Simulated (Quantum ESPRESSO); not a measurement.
# Rh (P6_3/mmc) in Quantum ESPRESSO: equation of state

Aim: energy against volume of Rh in PBEsol, for its equilibrium volume and stiffness.

All numbers are computed with Quantum ESPRESSO 7.5; they aren't measurements. Logs are shortened: lines on timing, memory, paths and dates and some standing lists are left out, and cuts for length are marked.

### Step 1. Starting point

It takes space group P6_3/mmc (No. 194, hexagonal). The conventional cell has a = 2.731 Å, b = 2.731 Å, c = 4.428 Å, α = 90.00°, β = 90.00°, γ = 120.00°. Rh (site symmetry -6m2) has 12 Rh at 2.72 to 2.73 Å as nearest neighbours.

This isn't the form of Rh at room conditions, which is fcc.

### Step 2. Single point, PBEsol, 13.44 Å³/atom

pw.in reads:

```
&CONTROL
  calculation = 'scf'
  prefix = 'pwscf'
  outdir = './tmp'
  pseudo_dir = './pseudo'
  tstress = .true.
  disk_io = 'nowf'
/
&SYSTEM
  ibrav = 0
  nat = 2
  ntyp = 1
  ecutwfc = 45
  ecutrho = 360
  nbnd = 22
  occupations = 'smearing'
  smearing = 'fd'
  degauss = 0.00367493
/
&ELECTRONS
  conv_thr = 4d-10
  electron_maxstep = 120
  mixing_beta = 0.5
/
ATOMIC_SPECIES
Rh   102.9055 rh_pbesol_v1.4.uspp.F.UPF
CELL_PARAMETERS angstrom
   2.6752291329    0.0000000000    0.0000000000
  -1.3376145665    2.3168163901    0.0000000000
   0.0000000000    0.0000000000    4.3380863070
ATOMIC_POSITIONS crystal
Rh     0.3333333333    0.6666666667    0.2500000000
Rh     0.6666666667    0.3333333333    0.7500000000
K_POINTS automatic
11 11 6 0 0 0
```

Potentials or basis: GBRV 1.5 PBEsol.

On the command line:

```console
$ OMP_NUM_THREADS=1 mpirun -n 2 pw.x -nk 2 -in pw.in > pw.out
```

pw.out:

```text
This program is part of the open-source Quantum ESPRESSO suite
     for quantum simulation of materials; please cite
[... 13 lines left out ...]
     --------------------
     sticks:   dense  smooth     PW     G-vecs:    dense   smooth      PW
     Sum         637     313     97                20917     7475    1315

     Using Slab Decomposition

     bravais-lattice index     =            0
     lattice parameter (alat)  =       5.0555  a.u.
     unit-cell volume          =     181.4460 (a.u.)^3
     number of atoms/cell      =            2
     number of atomic types    =            1
     number of electrons       =        30.00
     number of Kohn-Sham states=           22
     kinetic-energy cutoff     =      45.0000  Ry
     charge density cutoff     =     360.0000  Ry
     scf convergence threshold =      4.0E-10
     mixing beta               =       0.5000
     number of iterations used =            8  plain     mixing
     Exchange-correlation= SLA  PW   PSX  PSC
                           (   1   4  10   8   0   0   0)

     celldm(1)=   5.055450  celldm(2)=   0.000000  celldm(3)=   0.000000
     celldm(4)=   0.000000  celldm(5)=   0.000000  celldm(6)=   0.000000

     crystal axes: (cart. coord. in units of alat)
               a(1) = (   1.000000   0.000000   0.000000 )
               a(2) = (  -0.500000   0.866025   0.000000 )
               a(3) = (   0.000000   0.000000   1.621576 )

     reciprocal axes: (cart. coord. in units 2 pi/alat)
               b(1) = (  1.000000  0.577350 -0.000000 )
               b(2) = (  0.000000  1.154701  0.000000 )
               b(3) = (  0.000000 -0.000000  0.616684 )

     PseudoPot. # 1 for Rh read from file:
     rh_pbesol_v1.4.uspp.F.UPF
     Pseudo is Ultrasoft + core correction, Zval = 15.0
     Generated by new atomic code, or converted to UPF format
     Using radial grid of  969 points,  7 beta functions with:
                l(1) =   0
                l(2) =   0
                l(3) =   1
                l(4) =   1
                l(5) =   2
                l(6) =   2
                l(7) =   2
     Q(r) pseudized with  8 coefficients,  rinner =    1.200   1.200   1.200
                                                       1.200   1.200

     atomic species   valence    mass     pseudopotential
     Rh               15.00   102.90550     Rh( 1.00)

     24 Sym. Ops., with inversion, found (12 have fractional translation)

   Cartesian axes

     site n.     atom                  positions (alat units)
         1        Rh     tau(   1) = (  -0.0000000   0.5773503   0.4053939  )
         2        Rh     tau(   2) = (   0.5000000   0.2886751   1.2161817  )

     number of k points=    64  Fermi-Dirac smearing, width (Ry)=  0.0037
                       cart. coord. in units 2pi/alat
        k(    1) = (   0.0000000   0.0000000   0.0000000), wk =   0.0027548
        k(    2) = (   0.0000000   0.0000000   0.1027807), wk =   0.0055096
        k(    3) = (   0.0000000   0.0000000   0.2055614), wk =   0.0055096
        k(    4) = (   0.0000000   0.0000000  -0.3083421), wk =   0.0027548
        k(    5) = (   0.0000000   0.1049728   0.0000000), wk =   0.0165289
        k(    6) = (   0.0000000   0.1049728   0.1027807), wk =   0.0330579
[... 56 lines left out ...]
        k(   63) = (   0.2727273   0.5773503   0.2055614), wk =   0.0330579
        k(   64) = (   0.2727273   0.5773503  -0.3083421), wk =   0.0165289

     Dense  grid:    20917 G-vectors     FFT dimensions: (  32,  32,  50)

     Smooth grid:     7475 G-vectors     FFT dimensions: (  24,  24,  36)

     Initial potential from superposition of free atoms

     starting charge      28.9998, renormalised to      30.0000

     negative rho (up, down):  1.097E-01 0.000E+00
     Starting wfcs are   24 randomized atomic wfcs

     Self-consistent Calculation

     iteration #  1     ecut=    45.00 Ry     beta= 0.50
     Davidson diagonalization with overlap
     ethr =  1.00E-02,  avg # of iterations =  4.6

     negative rho (up, down):  1.130E-01 0.000E+00

     total energy              =    -342.02498791 Ry
     estimated scf accuracy    <       1.07045419 Ry

     iteration #  2     ecut=    45.00 Ry     beta= 0.50
     Davidson diagonalization with overlap
     ethr =  3.57E-03,  avg # of iterations =  2.0

     negative rho (up, down):  1.130E-01 0.000E+00

     total energy              =    -342.30473227 Ry
     estimated scf accuracy    <       0.04966425 Ry

     iteration #  3     ecut=    45.00 Ry     beta= 0.50
     Davidson diagonalization with overlap
     ethr =  1.66E-04,  avg # of iterations =  2.9

     negative rho (up, down):  1.133E-01 0.000E+00

     total energy              =    -342.31518689 Ry
     estimated scf accuracy    <       0.00065265 Ry

     iteration #  4     ecut=    45.00 Ry     beta= 0.50
     Davidson diagonalization with overlap
     ethr =  2.18E-06,  avg # of iterations =  5.3

     negative rho (up, down):  1.132E-01 0.000E+00

     total energy              =    -342.31526757 Ry
     estimated scf accuracy    <       0.00001015 Ry

     iteration #  5     ecut=    45.00 Ry     beta= 0.50
     Davidson diagonalization with overlap
     ethr =  3.38E-08,  avg # of iterations =  2.1

     negative rho (up, down):  1.132E-01 0.000E+00

     total energy              =    -342.31526839 Ry
     estimated scf accuracy    <       0.00000060 Ry

     iteration #  6     ecut=    45.00 Ry     beta= 0.50
     Davidson diagonalization with overlap
     ethr =  1.99E-09,  avg # of iterations =  2.6

     negative rho (up, down):  1.132E-01 0.000E+00

     total energy              =    -342.31526849 Ry
     estimated scf accuracy    <       0.00000009 Ry

     iteration #  7     ecut=    45.00 Ry     beta= 0.50
     Davidson diagonalization with overlap
     ethr =  3.02E-10,  avg # of iterations =  2.0

     negative rho (up, down):  1.132E-01 0.000E+00

     total energy              =    -342.31526851 Ry
     estimated scf accuracy    <          1.3E-09 Ry

     iteration #  8     ecut=    45.00 Ry     beta= 0.50
     Davidson diagonalization with overlap
     ethr =  4.49E-12,  avg # of iterations =  3.0

     negative rho (up, down):  1.132E-01 0.000E+00

     End of self-consistent calculation

          k = 0.0000 0.0000 0.0000 (   941 PWs)   bands (ev):

   -25.2926 -24.5854 -24.5854 -24.4815 -24.4712 -24.4712  13.6289  15.5095
    18.7140  18.8052  18.8052  19.3500  19.3500  20.0035  20.0035  22.1230
    22.1230  22.5534  30.7310  38.2732  40.6366  41.2928

          k = 0.0000 0.0000 0.1028 (   935 PWs)   bands (ev):

   -25.2403 -24.5778 -24.5778 -24.5379 -24.4789 -24.4789  13.9162  15.5845
    18.6031  18.7003  18.7003  19.2208  19.2208  20.3017  20.3017  21.5787
    22.1015  22.1015  32.0518  37.8294  40.5920  41.3610

          k = 0.0000 0.0000 0.2056 (   942 PWs)   bands (ev):

   -25.0959 -24.6906 -24.5569 -24.5569 -24.4998 -24.4998  14.6796  15.7087
    18.3990  18.6114  18.6114  18.9414  18.9414  19.8113  20.9145  20.9145
    21.9393  21.9393  34.8323  37.4390  39.4805  41.4034

          k = 0.0000 0.0000-0.3083 (   966 PWs)   bands (ev):

   -24.8953 -24.8953 -24.5284 -24.5284 -24.5284 -24.5284  15.4877  15.4877
    18.5914  18.5914  18.6983  18.6983  18.6983  18.6983  21.5249  21.5249
    21.5249  21.5249  37.1151  37.1151  39.5630  39.5630

          k = 0.0000 0.1050 0.0000 (   941 PWs)   bands (ev):

   -25.2718 -24.6329 -24.6007 -24.5205 -24.4900 -24.4787  13.9274  15.7314
    18.3546  19.0362  19.1000  19.2549  19.5629  19.6961  19.8455  20.7366
    22.2050  24.3631  30.7010  38.5932  40.9697  41.4238

          k = 0.0000 0.1050 0.1028 (   937 PWs)   bands (ev):

   -25.2230 -24.6239 -24.5926 -24.5702 -24.5018 -24.4869  14.2045  15.8179
    18.3659  18.7864  18.8964  19.0024  19.4216  20.0814  20.1980  20.5520
    22.1628  23.5797  32.0906  38.1979  40.7920  41.5277

          k = 0.0000 0.1050 0.2056 (   935 PWs)   bands (ev):

   -25.0883 -24.7115 -24.5980 -24.5704 -24.5284 -24.5094  14.9474  15.9747
    18.3164  18.4815  18.5109  18.7941  19.1371  19.5994  20.8492  20.9576
    21.9538  22.5185  34.9065  37.8074  39.7372  41.5085

          k = 0.0000 0.1050-0.3083 (   940 PWs)   bands (ev):

   -24.9016 -24.9016 -24.5634 -24.5634 -24.5399 -24.5399  15.7620  15.7620
    18.1190  18.1190  18.8401  18.8401  18.8865  18.8865  21.4935  21.4935
    21.7193  21.7193  37.3290  37.3290  39.7623  39.7623

          k = 0.0000 0.2099 0.0000 (   931 PWs)   bands (ev):

   -25.2129 -24.7607 -24.6502 -24.6406 -24.5157 -24.5000  14.7302  16.2101
    17.9491  18.5997  18.9265  19.4797  19.6942  19.7328  20.0226  20.1651
    22.3684  26.5568  30.6338  37.8993  41.1177  41.1243

          k = 0.0000 0.2099 0.1028 (   937 PWs)   bands (ev):

   -25.1763 -24.7463 -24.6869 -24.6312 -24.5323 -24.5095  14.9563  16.3270
    17.9987  18.3230  18.6922  19.2795  19.6108  19.9383  20.2004  20.4034
    22.2815  25.3331  32.2551  37.9596  40.4797  40.6327

          k = 0.0000 0.2099 0.2056 (   929 PWs)   bands (ev):

   -25.0755 -24.7967 -24.6970 -24.6057 -24.5773 -24.5354  15.5681  16.5829
    17.6965  18.1217  18.3193  19.2263  19.3146  19.6808  20.7944  21.1490
    21.9800  23.5886  35.1244  38.1270  39.6819  40.1739

          k = 0.0000 0.2099-0.3083 (   932 PWs)   bands (ev):

   -24.9365 -24.9365 -24.6379 -24.6379 -24.5706 -24.5706  16.3320  16.3320
    17.6267  17.6267  18.7643  18.7643  19.3845  19.3845  21.4510  21.4510
    22.2024  22.2024  37.7565  37.7565  39.3280  39.3280
[... 267 lines left out ...]
   -25.0720 -24.9983 -24.8998 -24.8647 -24.7484 -24.7084  16.2951  16.9560
    17.1809  17.8823  18.3105  18.9680  19.7878  21.2777  22.2169  22.4257
    25.8081  30.0996  30.7180  33.3369  34.1933  37.8130

          k = 0.2727 0.4724 0.1028 (   927 PWs)   bands (ev):

   -25.0775 -25.0646 -24.8997 -24.8328 -24.7481 -24.6671  16.3501  16.9739
    17.3425  17.4636  18.7600  18.8092  19.7625  21.3409  21.7621  22.5511
    26.0153  29.8264  31.1568  32.2066  35.4510  36.8507

          k = 0.2727 0.4724 0.2056 (   923 PWs)   bands (ev):

   -25.1261 -25.1080 -24.9114 -24.8291 -24.6881 -24.6233  16.4546  16.7798
    17.4503  17.7750  18.3967  19.0623  19.7578  20.6984  21.8488  22.6668
    26.4896  28.5852  32.2487  32.4054  34.8660  35.1262

          k = 0.2727 0.4724-0.3083 (   926 PWs)   bands (ev):

   -25.1381 -25.1381 -24.8747 -24.8747 -24.6293 -24.6293  16.5720  16.5720
    17.7545  17.7545  18.6892  18.6892  19.9854  19.9854  22.4162  22.4162
    27.2994  27.2994  33.5297  33.5297  33.6372  33.6372

          k = 0.2727 0.5774 0.0000 (   918 PWs)   bands (ev):

   -25.0800 -24.9572 -24.9331 -24.8410 -24.7898 -24.7590  16.1993  17.0547
    17.2218  18.0209  18.4167  18.7021  19.9929  21.7404  22.1117  22.1703
    27.5276  28.3196  29.9946  34.7859  35.6757  37.1006

          k = 0.2727 0.5774 0.1028 (   922 PWs)   bands (ev):

   -25.0864 -25.0109 -24.9799 -24.8148 -24.7636 -24.7025  16.3185  17.1072
    17.1959  17.7515  18.4831  18.8381  19.9792  21.6680  21.8116  22.2115
    27.8705  28.4238  30.3957  33.8996  34.1865  36.3459

          k = 0.2727 0.5774 0.2056 (   920 PWs)   bands (ev):

   -25.1202 -25.0893 -24.9712 -24.8606 -24.6725 -24.6399  16.5316  17.0480
    17.3524  17.5212  18.5346  18.9141  19.9885  20.7167  22.0088  22.3216
    28.5168  28.7079  31.3849  32.6138  32.8046  34.7288

          k = 0.2727 0.5774-0.3083 (   918 PWs)   bands (ev):

   -25.1303 -25.1303 -24.9190 -24.9190 -24.6265 -24.6265  16.7462  16.7462
    17.5806  17.5806  18.6870  18.6870  20.1280  20.1280  22.2363  22.2363
    28.9017  28.9017  31.8419  31.8419  33.2550  33.2550

     the Fermi energy is    21.9680 ev

!    total energy              =    -342.31526851 Ry
     estimated scf accuracy    <          2.6E-11 Ry
     smearing contrib. (-TS)   =      -0.00200452 Ry
     internal energy E=F+TS    =    -342.31326399 Ry

     The total energy is F=E-TS. E is the sum of the following terms:
     one-electron contribution =     -42.28311970 Ry
     hartree contribution      =      48.81563270 Ry
     xc contribution           =     -59.60595172 Ry
     ewald contribution        =    -289.23982527 Ry

     convergence has been achieved in   8 iterations

     Computing stress (Cartesian axis) and pressure

     negative rho (up, down):  1.132E-01 0.000E+00
          total   stress  (Ry/bohr**3)                   (kbar)     P=       32.37
   0.00024514   0.00000000   0.00000000           36.06        0.00        0.00
   0.00000000   0.00024514  -0.00000000            0.00       36.06       -0.00
   0.00000000  -0.00000000   0.00016978            0.00       -0.00       24.97

=------------------------------------------------------------------------------=
   JOB DONE.
=------------------------------------------------------------------------------=
```

Run time: 13 s. Hardware: 2 MPI ranks of Intel Xeon Platinum 8259CL at 2.50GHz (Skylake/Cascade Lake), shared host; peak memory 0.22 GiB.

What came out:

```
Free energy            : -4657.4365 eV
Pressure               : 3.2 GPa
Band gap on the k mesh : none (metal or under the smearing width)
```

### Step 3. Single point, PBEsol, 13.73 Å³/atom

pw.in, as its differences from that of step 2:

```diff
@@ -27,5 +27,5 @@
 CELL_PARAMETERS angstrom
-   2.6752291329    0.0000000000    0.0000000000
-  -1.3376145665    2.3168163901    0.0000000000
-   0.0000000000    0.0000000000    4.3380863070
+   2.6940693954    0.0000000000    0.0000000000
+  -1.3470346977    2.3331325361    0.0000000000
+   0.0000000000    0.0000000000    4.3686372171
 ATOMIC_POSITIONS crystal
```

Potentials or basis: GBRV 1.5 PBEsol.

On the command line:

```console
$ OMP_NUM_THREADS=1 mpirun -n 2 pw.x -nk 2 -in pw.in > pw.out
```

Run time: 13 s. Hardware: 2 MPI ranks of Intel Xeon Platinum 8259CL at 2.50GHz (Skylake/Cascade Lake), shared host; peak memory 0.22 GiB.

The run converged. Its results:

* Free energy: -4657.4369 eV
* Pressure: -3.0 GPa
* Band gap on the k mesh: none (metal or under the smearing width)

(Part 1 of 2 ends here.)
